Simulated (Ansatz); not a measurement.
**Zone-centre phonons of BN: input and output**

Method: DFT LDA, scalar-relativistic, plane waves, PAW (Ansatz).

It can be run as:
```bash
ansatz run input.yaml --threads 1 --pin off --backend cpu --events-out ev --progress --plain --runs-dir out  # memory cap (--max-ram) not shown
```

Input (bare energies are in eV):
```yaml
crystal:
  lattice:
    - [0.0, 3.2774351634, 2.153315492]
    - [1.2451253331, 0.0, 2.153315492]
    - [1.2451253331, 3.2774351634, 0.0]
  atoms:
    - { symbol: B, position: [0.0001256878, 0.0001256878, 0.9998743122] }
    - { symbol: "N", position: [0.6665743022, 0.6665743022, 0.3334256978] }
basis:
  ecutwfc: 420
kpoints:
  mp_grid: { grid: [12, 12, 12] }
hamiltonian:
  xc: lda
scf:
  occupations: { method: fixed }
output:
  eigenvalues: true
phonons:
  method: dfpt
  dielectric: true
  rigid_motions: translations
  eigenvectors: true
```

The end of the output:
```
--- Phonons (Γ-DFPT): 6 representative perturbations + reference, on 868 of 1728 k-points (Σ response iterations 18) ---
  k mesh reduced under 1 symmetry operation, with k and −k counted as one. Each operation leaves every solved perturbation unchanged. A smaller set is not considered because the run solves the response ...
  ASR residual: 7.817e-4 → 0.000e0 eV/Å²; symmetrization residual: 4.889e-7 eV/Å²
  ASR residual per site (eV/Å²): 2.23e-4 7.82e-4
  Γ frequencies (cm⁻¹): 0.00 0.00 0.00 762.89 1386.87 1387.52
  ε∞ (high-frequency dielectric tensor):
        4.880606     0.000000     0.000000
        0.000000     2.733807     0.000000
        0.000000     0.000000     4.911659
  ε⁰ (static dielectric tensor: ions relaxed, cell fixed):
        6.614580     0.000000     0.000000
        0.000000     3.144142     0.000000
        0.000000     0.000000     6.640034
  ε⁰ − ε∞ (ionic part):
        1.733974     0.000000     0.000000
        0.000000     0.410334     0.000000
        0.000000     0.000000     1.728376
  softest optical mode at Γ: 762.89 cm⁻¹; the repairs (sum rule, projections) moved no ω² at Γ by more than (3.91 cm⁻¹)²
  Born effective charges Z* (e; rows j = field, columns β = displacement):
    site 0:
         2.69714    0.00000    0.00000
         0.00000    0.72140    0.00000
         0.00000    0.00000    2.69151
    site 1:
        -2.69714    0.00000    0.00000
         0.00000   -0.72140    0.00000
         0.00000    0.00000   -2.69151
  Z* charge neutrality: 7.265e-6 e pre-enforcement
  k-mesh period / interband length: 29.8 Å / 1.49 Å = 20.08 at k = (0.0000, -0.5000, -0.5000), direct gap 5.157 eV — 14 or more, which is no proof of convergence
  optical modes at Γ without the LO–TO term, one row a degenerate level:
      ω (cm⁻¹) modes IR ((D/Å)²/amu)
        762.89      1             1.9678
       1386.87      1            27.3925
       1387.52      1            27.5073
  optical modes at Γ + LO–TO along q̂ = [1.0000, 0.0000, 0.0000]:
      ω (cm⁻¹) modes IR ((D/Å)²/amu)
        762.89      1             1.9678
       1386.87      1            27.3925
       1615.30      1            27.5073
  optical modes at Γ + LO–TO along q̂ = [0.0000, 1.0000, 0.0000]:
      ω (cm⁻¹) modes IR ((D/Å)²/amu)
        818.15      1             1.9678
       1386.87      1            27.3925
       1387.52      1            27.5073
  optical modes at Γ + LO–TO along q̂ = [0.0000, 0.0000, 1.0000]:
      ω (cm⁻¹) modes IR ((D/Å)²/amu)
        762.89      1             1.9678
       1387.52      1            27.5073
       1612.52      1            27.3925
```

The crystal is built of layers and no dispersion correction was added, so the binding between them is poorly described, and with it their spacing and whatever depends on it.

This form isn't the usual stable structure of the compound.